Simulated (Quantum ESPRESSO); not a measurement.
# InPd under changes of volume

One of the cells (17.513 Å³/atom); the others are scaled copies at fixed shape and fractional positions:

```
CELL_PARAMETERS angstrom
3.27188 0.00000 0.00000
0.00000 3.27188 0.00000
0.00000 0.00000 3.27188
ATOMIC_POSITIONS crystal
In 0.00000 0.00000 0.00000
Pd 0.50000 0.50000 0.50000
```

The cell comes from a database or a generator and needn't be the stable form of this composition.

| Quantity | Value |
| --- | --- |
| Program | Quantum ESPRESSO 7.5 |
| Functional | LDA |
| Potentials or basis | GBRV 1.5 LDA |
| Cutoff | 762 eV |
| Density cutoff | 6095 eV |
| k mesh | 8 × 8 × 8 |
| Occupations | fermi-dirac, width 0.05 eV |
| Spin | no spin polarisation |

| volume (Å³/atom) | energy over the lowest point (meV/atom) | pressure (GPa) |
| --- | --- | --- |
| 16.462 | 0.00 | 0.9 |
| 16.813 | 1.00 | -2.2 |
| 17.163 | 8.48 | -5.0 |
| 17.513 | 21.59 | -7.4 |
| 17.863 | 39.77 | -9.5 |
| 18.214 | 62.26 | -11.2 |
| 18.564 | ? | ? |

Question: What does the run at 18.564 Å³/atom give?

Answer: Energy over the lowest point 88.19 meV/atom; pressure -12.7 GPa.

Worked out: A Birch-Murnaghan fit of order 3 (a polynomial in V^(-2/3)) to the other rows has its minimum at 16.59 Å³/atom with B0 = V·E''(V) = 153 GPa and B' = 5.3. It gives 88.53 meV/atom at 18.564 Å³/atom, against the run's 88.19, and -dE/dV = -12.8 GPa, against -12.7.

Energies are extrapolated to zero smearing.
